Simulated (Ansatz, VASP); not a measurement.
# Zr3Si2 in two plane-wave programs, part 2 of 2

Aim: how closely do two programs agree when they are given the same cell, functional and k mesh? The cell is taken from a series of runs on this material, whose earlier steps may have relaxed, scaled, displaced or heated it; both programs get it as it stands.

VASP 6.6.1 and Ansatz 0.2.0.

So far: The structure; VASP: relaxation of cell and atoms, r2SCAN.

### 3. Ansatz: relaxation of cell and atoms, r2SCAN

Level of this step: Ansatz beside VASP: Kohn-Sham DFT, plane waves, r2SCAN (Ansatz).

Ansatz runs on its default PAW (the set named soft_2) files.

The same cell, functional, mesh and smearing now go to Ansatz, which takes its cutoff from its data sets.

Input file input.yaml:

```yaml
crystal:
  lattice:
    - [7.10277134, 0.0, 0.0]
    - [0.0, 7.10277134, 0.0]
    - [0.0, 0.0, 3.71373656]
  atoms:
    - { symbol: Zr, position: [0.17407467, 0.67407467, 0.5] }
    - { symbol: Zr, position: [0.82592533, 0.32592533, 0.5] }
    - { symbol: Zr, position: [0.32592533, 0.17407467, 0.5] }
    - { symbol: Zr, position: [0.67407467, 0.82592533, 0.5] }
    - { symbol: Zr, position: [0.0, 0.0, 0.0] }
    - { symbol: Zr, position: [0.5, 0.5, 0.0] }
    - { symbol: Si, position: [0.62185435, 0.12185435, 0.0] }
    - { symbol: Si, position: [0.37814565, 0.87814565, 0.0] }
    - { symbol: Si, position: [0.87814565, 0.62185435, 0.0] }
    - { symbol: Si, position: [0.12185435, 0.37814565, 0.0] }
kpoints:
  mp_grid: { grid: [4, 4, 8] }
hamiltonian:
  xc: r2scan
scf:
  occupations: { method: gaussian, width: 0.1 }
output:
  forces: true
  stress: true
  eigenvalues: true
relax:
  adjacent_minimum: "off"
  f_tol: 0.005
  max_steps: 60
  cell: { stress_tol: 0.03 }
```

Run with:

```sh
$ ansatz run input.yaml --threads 8 --pin off --max-ram 16384MiB --backend cpu --events-out ev --progress --plain --runs-dir out
```

Numbers of over 12 decimals in the logs are rounded to 6 here.

What it wrote:

```text
Engine: ansatz 0.2.0, aarch64-unknown-linux-gnu
Pseudopotentials: kind: paw
Pseudopotential: Zr, paw, valence charge 12, recommended cutoff 500 eV (meta_gga), Zr.paw.azcp
Pseudopotential: Si, paw, valence charge 4, recommended cutoff 500 eV (meta_gga), Si.paw.azcp
Functional definition: r2SCAN
  parameter k0 = 0.174
  parameter k1 = 0.065
  parameter a1 = 4.9479
  exchange = r2scan_x(k0 = k0, k1 = k1, a1 = a1)
  correlation = r2scan_c
Crystal: 10 atoms, lattice volume = 187.356 Å³
Basis set: ecut = 500 eV, 4777 PW (Γ), exchange–correlation on 216×216×120 points (64 copies of the dense FFT grid, shifted against one another)
Bands: 54, of which v1, the nominal top of the filled ones, is band 44 counted from 1 (43 counted from 0)
Symmetry: 16 space group operations
Space group: P4/mbm (ITA 127), of the structure as read, at distance tolerance 5.7e-5 Å
k-points: 30 of 128
Non-local potential: Zr, projectors of the file, l = 0: 3, l = 1: 2, l = 2: 2, l = 3: 2
Non-local potential: Si, projectors of the file, l = 0: 2, l = 1: 2, l = 2: 2
PAW form: soft (Blöchl's): semilocal exchange-correlation on the pseudo side does not see the compensation charge
PAW frozen core: Zr, regenerated for the run's functional (the file was generated under x = pbe(κ = 0.804, μ = 0.219515), c = pbe(β = 0.066725))
PAW frozen core: Si, regenerated for the run's functional (the file was generated under x = pbe(κ = 0.804, μ = 0.219515), c = pbe(β = 0.066725))
PAW one-centre angular grid: Zr, 590 points (default); XC on 160 Gauss nodes
PAW one-centre angular grid: Si, 302 points (default); XC on 160 Gauss nodes
Initial density: superposition of atomic densities (neutral atoms: chi_scale 0, normalization atom), corrected by the library's trained network
Initial wavefunctions: pseudopotential atomic-orbital guess
Functional: x = r2scan, c = r2scan; τ floored in thin density (d = 2e-4 eV/Å³)
SCF iter   1: F=—  HF=-27735.574442 eV  |F-HF|=—  |Δ(HF+E_count)|=         —  Δρ=6.52e-3  dr2=6.97e-2  dr2_τ=7.34e-2  ethr=1.77e-3  ⟨swp⟩=5.9  Hψ=6769  notcnv=0
preconditioner: auto → Kerker (q_TF=auto, 2.405 Å⁻¹)  [metal: Δε(μ)=0.013 eV  Ē_g=5.386 eV  σ=0.100 eV  W_gap=0.07  n_scr=38 (ndim 8)  ℏωp=17.2 eV  f_vac=0.000  D(μ)=8.89/eV (n_scr^D=78)]
SCF iter   2: F=—  HF=-27735.773621 eV  |F-HF|=—  |Δ(HF+E_count)|=   1.99e-1  Δρ=4.16e-3  dr2=2.72e-2  dr2_τ=1.11e-3  ethr=7.93e-5  ⟨swp⟩=2.0  Hψ=3409  notcnv=0  defer=96
SCF iter   3: F=—  HF=-27735.772781 eV  |F-HF|=—  |Δ(HF+E_count)|=   8.40e-4  Δρ=7.95e-4  dr2=2.14e-3  dr2_τ=7.12e-4  ethr=3.09e-5  ⟨swp⟩=2.0  Hψ=2663  notcnv=0  defer=96
SCF iter   4: F=—  HF=-27735.773055 eV  |F-HF|=—  |Δ(HF+E_count)|=   2.75e-4  Δρ=2.84e-4  dr2=1.76e-4  dr2_τ=1.60e-5  ethr=2.43e-6  ⟨swp⟩=2.0  Hψ=1911  notcnv=0  defer=96
SCF iter   5: F=—  HF=-27735.773064 eV  |F-HF|=—  |Δ(HF+E_count)|=   8.99e-6  Δρ=9.08e-5  dr2=1.55e-5  dr2_τ=1.92e-6  ethr=2.00e-7  ⟨swp⟩=2.0  Hψ=2150  notcnv=0  defer=96
SCF iter   6: F=—  HF=-27735.773417 eV  |F-HF|=—  |Δ(HF+E_count)|=   3.52e-4  Δρ=1.40e-5  dr2=5.59e-7  dr2_τ=4.10e-8  ethr=1.77e-8  ⟨swp⟩=2.0  Hψ=2841  notcnv=0  defer=96
SCF iter   7: F=-27735.773417 eV  HF=-27735.773417 eV  |F-HF|=8.73e-11  |Δ(HF+E_count)|=   1.78e-7  Δρ=3.65e-6  dr2=3.79e-8  dr2_τ=1.41e-9  ethr=1.14e-10  ⟨swp⟩=10.3  Hψ=7019  notcnv=0
SCF 1 converged in 7 iterations: F = -27735.773417 eV  dr2 = 3.79e-8
  greatest PAW one-centre occupation: 0.989 electrons in one spin orbital (limit 2), on the Zr atom at site 5 (counted from 0), in its partial waves of l = 0
relax step   1: F+E_penalty+E_count = -27735.77341668 eV  Δ(F+E_penalty+E_count) = +0.000e0 eV  max|allowed force component| = 5.867e-3 eV/Å  Δτ_max = 0.0000 Å  P = -0.090 GPa  Ω = 187.356 Å³  (7 SCF iters, dr2 threshold 1.00e-7 eV, accepted)
[...]
relax step   3: F+E_penalty+E_count = -27735.77385291 eV  Δ(F+E_penalty+E_count) = -4.362e-4 eV  max|allowed force component| = 2.698e-4 eV/Å  Δτ_max = 0.0007 Å  P = -0.001 GPa  Ω = 187.181 Å³  energy of the carried Pulay correction = +7.903e-5 eV  (7 SCF iters, accepted)
[...]
relax step   4: F+E_penalty+E_count = -27735.77377180 eV  Δ(F+E_penalty+E_count) = +8.110e-5 eV  max|allowed force component| = 2.704e-4 eV/Å  Δτ_max = 0.0000 Å  P = -0.001 GPa  Ω = 187.181 Å³  stress off target by 2.49e-3 GPa  SCF on the basis re-selected at this cell (its energy is not comparable with the rows above)  (4 SCF iters)
basis re-selected at this cell: Δ(F+E_penalty+E_count) = +8.110e-5 eV, ΔP = -0.000 GPa vs the last step (what re-selecting the basis moved, of the pressure what is left beyond the Pulay correction that the steps carried, after the strain that the cell walked since its last selection, with what the two solves' SCF thresholds leave and, on support functions, any second-order correction that the steps lacked; it is no m [...]
SCF converged after 4 iterations
Free energy (F): -27735.773772 eV
Harris-Foulkes:  -27735.773772 eV  (|F-HF|=3.64e-12)
Internal energy: -27735.729931 eV  (E = F + TS)
E sigma→0 (E₀):  -27735.751851 eV
Entropy (-TS):   -0.043841 eV (-4.384 meV/atom)
Fermi energy:    13.340999 eV
--- Per-component energies (eV) ---
  E_band       = -548.398759
  E_kinetic    = 2165.426457
  E_local      = -3936.206227  (includes V_loc(G=0)·N_el)
  E_nonlocal   = 573.931252
  E_hartree    = 1267.774214
  E_xc         = -1146.899843
  E_vxc        = -1474.803465  (∫ρ·V_xc dr)
  E_paw        = -19903.301478  (= ΣΔE_a)
  E_vpaw       = -494.685649  (= ΣTr[D̂ρ^β])
  E_aug_tail   = 0.000071  (compensation charges beyond the density's cutoff)
  E_vtau       = 82.390481  (kinetic-family band-sum trace: ∫τ·v_τ [+ j·A + Jᵃ·Aᵃ] dr)
  E_ewald      = -6755.160195
  E_core_change = -1.294182  (= ΣΔE_core)
  E_smearing   = -0.043841  (= −TS)
  E_closure    = 0.000000  (closes the sum)
  Σ components = -27735.773772   (vs F -27735.773772, Δ=0.00e0)
--- Forces (eV/Å), atoms counted from 1 ---
  atom   1  Zr     0.00014881     0.00014881     0.00000000
  atom   2  Zr    -0.00014881    -0.00014881     0.00000000
  atom   3  Zr    -0.00014881     0.00014881     0.00000000
  atom   4  Zr     0.00014881    -0.00014881     0.00000000
  atom   5  Zr     0.00000000     0.00000000     0.00000000
  atom   6  Zr     0.00000000     0.00000000     0.00000000
  atom   7  Si     0.00027042     0.00027042     0.00000000
  atom   8  Si    -0.00027042    -0.00027042     0.00000000
  atom   9  Si    -0.00027042     0.00027042     0.00000000
  atom  10  Si     0.00027042    -0.00027042     0.00000000
  max |Σ_I F_I| component: 3.47e-18 eV/Å
--- Stress (GPa, compression-positive) ---
       -0.000511       0.000000       0.000000
        0.000000      -0.000511       0.000000
        0.000000       0.000000      -0.002487
  P = ⅓ Tr σ = -0.0012 GPa (-0.012 kbar)
--- Band table (eV; the first three rows and the last of 30) ---
  k-point 0: bands = [... 40 lower, 12.7857, 12.8190, 13.0840, 13.1197, 14.2961, 14.4223, 14.7080, 14.7080, ... 6 higher]
  k-point 1: bands = [... 40 lower, 12.7556, 12.8110, 12.8110, 13.7489, 14.2509, 14.8265, 14.8265, 14.9499, ... 6 higher]
  k-point 2: bands = [... 40 lower, 12.5979, 12.7921, 13.0398, 13.0884, 14.0953, 14.0953, 14.7739, 14.7739, ... 6 higher]
  k-point 29: bands = [... 40 lower, 12.5047, 12.5047, 12.6656, 12.6656, 12.7003, 12.7003, 15.4020, 15.4020, ... 6 higher]
--- Relaxed structure (3 steps of the walk, 2 accepted, 1 SCFs on fresh bases) ---
  F+E_penalty+E_count = -27735.77377180 eV   max|allowed force component| = 2.704e-4 eV/Å   (the final SCF, on the basis selected at the relaxed cell)
  cell:  # Å, volume = 187.1813 Å³
    - [7.106765, 0, 0.0]
    - [0, 7.106765, 0.0]
    - [0.0, 0.0, 3.706112]
  atoms:
    - { symbol: Zr, position: [0.174122, 0.674122, 0.5] }
    - { symbol: Zr, position: [0.825878, 0.325878, 0.5] }
    - { symbol: Zr, position: [0.325878, 0.174122, 0.5] }
    - { symbol: Zr, position: [0.674122, 0.825878, 0.5] }
    - { symbol: Zr, position: [0, 0, 0.0] }
    - { symbol: Zr, position: [0.5, 0.5, 0.0] }
    - { symbol: Si, position: [0.621783, 0.121783, 0.0] }
    - { symbol: Si, position: [0.378217, 0.878217, 0.0] }
    - { symbol: Si, position: [0.878217, 0.621783, 0.0] }
    - { symbol: Si, position: [0.121783, 0.378217, 0.0] }
```

### 4. Comparison

Known differences besides the potentials themselves: VASP keeps PBE cores, Ansatz makes them for the functional; the cutoff is 500 eV in Ansatz and 550 eV in VASP; Ansatz adds a Pulay correction to the stress that steers its cell, VASP none. Total energies have different zeros and are not compared.

The two programs side by side:

| quantity | Ansatz | VASP | difference |
| --- | --- | --- | --- |
| volume (Å³) | 187.18 | 187.17 | +0.01 % |
| edge a after relaxation, in the typed setting (Å) | 7.107 | 7.106 | +0.01 % |
| edge c after relaxation, in the typed setting (Å) | 3.706 | 3.707 | -0.02 % |

### 5. Ansatz: relaxation of cell and atoms, r2SCAN with rVV10

The relaxed volume is the usual yardstick between codes: in a stiff, nearly cubic crystal its relative difference is about their pressure difference at one cell divided by the bulk modulus.

The cell is taken from a series of runs on this material, whose earlier steps may have relaxed, scaled, displaced or heated it; both programs get it as it stands.

input.yaml, as its differences from that of step 3:

```diff
@@ -20,2 +20,3 @@
   xc: r2scan
+  dispersion: rvv10
 scf:
```

What it wrote:

```text
[...]
Crystal: 10 atoms, lattice volume = 187.356 Å³
Basis set: ecut = 500 eV, 4777 PW (Γ), exchange–correlation on 240×240×128 points (64 copies of the dense FFT grid, shifted against one another)
Bands: 54, of which v1, the nominal top of the filled ones, is band 44 counted from 1 (43 counted from 0)
Symmetry: 16 space group operations
[...]
k-points: 30 of 128
[...]
- { symbol: Zr, position: [0.825745, 0.325745, 0.5] }
    - { symbol: Zr, position: [0.325745, 0.174255, 0.5] }
    - { symbol: Zr, position: [0.674255, 0.825745, 0.5] }
    - { symbol: Zr, position: [0, 0, 0.0] }
    - { symbol: Zr, position: [0.5, 0.5, 0.0] }
    - { symbol: Si, position: [0.621825, 0.121825, 0.0] }
    - { symbol: Si, position: [0.378175, 0.878175, 0.0] }
    - { symbol: Si, position: [0.878175, 0.621825, 0.0] }
    - { symbol: Si, position: [0.121825, 0.378175, 0.0] }
[key lines of the parts left out:]
SCF converged after 4 iterations
Free energy (F): -27725.451066 eV
Fermi energy:    13.429290 eV
P = ⅓ Tr σ = -0.0021 GPa (-0.021 kbar)
```

### 6. VASP: relaxation of cell and atoms, r2SCAN with rVV10

The same cell, functional, mesh and smearing now go to VASP, with its own data sets.

Input file INCAR:

```
SYSTEM = Zr3Si2
PREC = Accurate
ENCUT = 550
EDIFF = 1E-07
NELM = 120
ISMEAR = 0
SIGMA = 0.1
LREAL = .FALSE.
ALGO = Normal
METAGGA = R2SCAN
LUSE_VDW = .TRUE.
IVDW_NL = 2
BPARAM = 11.95
CPARAM = 0.0093
LASPH = .TRUE.
NBANDS = 54
LORBIT = 11
LWAVE = .FALSE.
LCHARG = .FALSE.
ISIF = 3
IBRION = 2
NSW = 80
EDIFFG = -0.005
GGA_COMPAT = .FALSE.
NELMIN = 4
LMIXTAU = .TRUE.
KPAR = 2
```

Input file POSCAR:

```
Zr3Si2
1.0
    7.1027710000      0.0000000000      0.0000000000
    0.0000000000      7.1027710000      0.0000000000
    0.0000000000      0.0000000000      3.7137370000
Zr Si
6 4
Direct
    0.1740747379      0.6740747379      0.5000000000
    0.8259254029      0.3259254029      0.5000000000
    0.3259254029      0.1740747379      0.5000000000
    0.6740747379      0.8259254029      0.5000000000
    0.0000000704      0.0000000704      0.0000000000
    0.5000000704      0.5000000704      0.0000000000
    0.6218544143      0.1218544143      0.0000000000
    0.3781457265      0.8781457265      0.0000000000
    0.8781457265      0.6218544143      0.0000000000
    0.1218544143      0.3781457265      0.0000000000
```

Input file KPOINTS:

```
Automatic mesh
0
Gamma
4 4 8
0 0 0
```

The projector-augmented-wave data sets are Zr_sv and Si (PBE family, release 64).

Run with:

```sh
$ mpirun -np 2 vasp_std
```

What it wrote:

```text
[banner, memory and clock lines left out]
running    2 mpi-ranks, on    1 nodes
[...]
|                                                                             |
|               ----> ADVICE to this user running VASP <----                  |
|                                                                             |
|     You have switched on vdW-DFT.                                           |
|     This routine was written and supplied by Jiri Klimes. We recommend      |
|     that you carefully read and cite the following publications:            |
|       J. Klimes, D.R. Bowler, A. Michelides                                 |
|          J. Phys.: Cond Matt. 22 022201 (2010)                              |
|       J. Klimes, D.R. Bowler, A. Michelides                                 |
|          Phys. Rev. B. 83, 195131 (2011)                                    |
|     and references therein.                                                 |
|                                                                             |

[...]
DAV:   6    -0.179552004897E+03   -0.83667E-05   -0.10046E-05  3830   0.198E-02    0.276E-03
Total rVV10 correction in eV:      1.3872214    93.5523088
Total rVV10 correction in eV:      1.3872214    93.5523088
DAV:   7    -0.179552005117E+03   -0.22043E-06   -0.51986E-07  3746   0.449E-03    0.130E-03
Total rVV10 correction in eV:      1.3872210    93.5523088
Total rVV10 correction in eV:      1.3872210    93.5523088
DAV:   8    -0.179552005190E+03   -0.72647E-07   -0.17300E-07  2338   0.237E-03
Total rVV10 correction in eV:      1.3872198    93.5523088
Total rVV10 correction in eV:      1.3872198    93.5523088
Total rVV10 correction in eV:      1.3872206    93.5523088
Total rVV10 correction in eV:      1.3872206    93.5523088
   4 F= -.17955201E+03 E0= -.17953029E+03  d E =-.389005E-03
[... from here on, the cycles between the ionic steps are left out ...]
   5 F= -.17955198E+03 E0= -.17953059E+03  d E =-.359677E-03
   6 F= -.17955209E+03 E0= -.17953052E+03  d E =-.470387E-03
   7 F= -.17955209E+03 E0= -.17953051E+03  d E =-.470347E-03
   8 F= -.17955210E+03 E0= -.17953052E+03  d E =-.909764E-05
 trial-energy change:   -0.000009  1 .order   -0.000009   -0.000012   -0.000007
 step:   2.4944(harm=  2.4944)  dis= 0.00063  next Energy=  -179.552101 (dE=-0.143E-04)
 reached required accuracy - stopping structural energy minimisation
```

OUTCAR, selected parts (step 6):

```text
  Total       -0.0000972     -0.0000972     -0.0014683      0.0000000     -0.0000000      0.0000000
  in kB       -0.0008365     -0.0008365     -0.0126399      0.0000000     -0.0000000      0.0000000
  external PRESSURE =      -0.0047710 kB  Pullay stress =       0.0000000 kB

 POSITION                                       TOTAL-FORCE (eV/Angst)
 -----------------------------------------------------------------------------------
      1.23620      4.78438      1.84784         0.002886      0.002886      0.000000
      5.86017      2.31199      1.84784        -0.002886     -0.002886     -0.000000
      2.31199      1.23620      1.84784        -0.002886      0.002886     -0.000000
      4.78438      5.86017      1.84784         0.002886     -0.002886      0.000000
      0.00000      0.00000      0.00000         0.000000     -0.000000      0.000000
      3.54818      3.54818      0.00000         0.000000      0.000000      0.000000
      4.41258      0.86439      3.69569        -0.001782     -0.001782     -0.000000
      2.68379      6.23198      0.00000         0.001782      0.001782      0.000000
      6.23198      4.41258      0.00000         0.001782     -0.001782      0.000000
      0.86439      2.68379      3.69569        -0.001782      0.001782     -0.000000
 -----------------------------------------------------------------------------------
    total drift:                               -0.002575     -0.002575      0.000000

  FREE ENERGIE OF THE ION-ELECTRON SYSTEM (eV)
  ---------------------------------------------------
  free  energy   TOTEN  =      -179.5520956293 eV

  energy  without entropy=     -179.5089536065  energy(sigma->0) =     -179.53052462

[... 2 parts as in an earlier step ...]

[... 2 further parts left out ...]
[key lines of the parts left out:]
E-fermi :   9.4981
```

### 7. Comparison

Both answers:

| quantity | Ansatz | VASP | difference |
| --- | --- | --- | --- |
| volume (Å³) | 185.93 | 186.11 | -0.10 % |
| edge a after relaxation, in the typed setting (Å) | 7.096 | 7.096 | -0.01 % |
| edge c after relaxation, in the typed setting (Å) | 3.693 | 3.696 | -0.07 % |

### 8. Summary of results

| Quantity | Value |
| --- | --- |
| difference in edge c after relaxation, in the typed setting (relaxation of cell and atoms, r2SCAN) | -0.022 % |
| difference in volume (relaxation of cell and atoms, r2SCAN with rVV10) | -0.098 % |

**Reading.** The difference in volume is -0.098 % (relaxation of cell and atoms, r2SCAN with rVV10), within the 1.2 % picked in this series as the mark of a large difference, as far as the stopping tolerances let one tell. Such differences can come from data sets, numerical settings and the points named under the comparisons, not from the functional's error against experiment.

[Lines on the potential files, build, host, timing and source positions are cut from VASP's logs without a mark.]

[Logs are printed without paths, hosts, clocks, repeated set-up lines and the standing remarks that a program may print on its own settings, such as how far it seeks lower states.]

[Hosts, paths, dates, database ids (printed as entryN), source tags and the programs' standing remarks are cut or masked in the printed files.]
